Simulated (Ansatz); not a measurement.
CrO2:

```
Cr O
1.0
     4.42100    0.00000    0.00000
     0.00000    4.42100    0.00000
     0.00000    0.00000    2.91700
Cr O
2 4
Direct
  0.50000 0.50000 0.50000
  0.00000 0.00000 0.00000
  0.80100 0.19900 0.50000
  0.69900 0.69900 0.00000
  0.19900 0.80100 0.50000
  0.30100 0.30100 0.00000
```

| Property | Result |
| --- | --- |
| Program | Ansatz 0.2.0 |
| Task | single point |
| Functional | PBE |
| Potentials or basis | Ansatz PAW |
| Cutoff | 420 eV (not typed: the program's choice for these potentials) |
| k mesh | 6 × 6 × 9 |
| Occupations | fermi-dirac, width 0.05 eV |
| Spin | collinear spin, ferromagnetic start |
| Starting moments | [3.0, 3.0, 0.0, 0.0, 0.0, 0.0] μB |

On this cell: pressure 2.4 GPa; largest force 0.277 eV/Å; net moment 4.00 μB per cell; site moments Cr +1.72; O -0.06 μB; band gap on the k mesh none (metal or under the smearing width).

The same run follows on a disturbed copy (atoms moved at random, drawn with an rms of 0.05 Å):

```
Cr O
1.0
     4.42100    0.00000    0.00000
     0.00000    4.42100    0.00000
     0.00000    0.00000    2.91700
Cr O
2 4
Direct
  0.49544 0.49776 0.50223
  0.99932 0.00884 0.01282
  0.80093 0.20267 0.50537
  0.70796 0.70041 0.99434
  0.20488 0.81054 0.51589
  0.29761 0.31288 0.99546
```

Task: What changes?

Result: The energy (extrapolated to zero smearing) moves by +9.6 meV/atom; pressure 2.5 GPa; largest force 1.172 eV/Å; net moment 4.00 μB per cell; site moments Cr +1.72, +1.71; O -0.06, -0.07 μB; band gap on the k mesh none (metal or under the smearing width).

Forces on the atoms (eV/Å):
```
Cr   0.596  0.984 -0.226
Cr   0.013 -0.658 -0.158
O    0.036 -0.191 -0.021
O   -0.508 -0.301  0.392
O   -0.240  0.269 -0.408
O    0.104 -0.103  0.422
```

Stress tensor (GPa, compression positive):
```
 2.18  0.06 -0.56
 0.06  3.38  0.20
-0.56  0.20  1.97
```

Caveats: semilocal functionals often make such compounds metallic where correlation or magnetic order opens a gap, which also shifts bond lengths; only a ferromagnetic start was run, and an antiferromagnetic order may lie lower in energy.
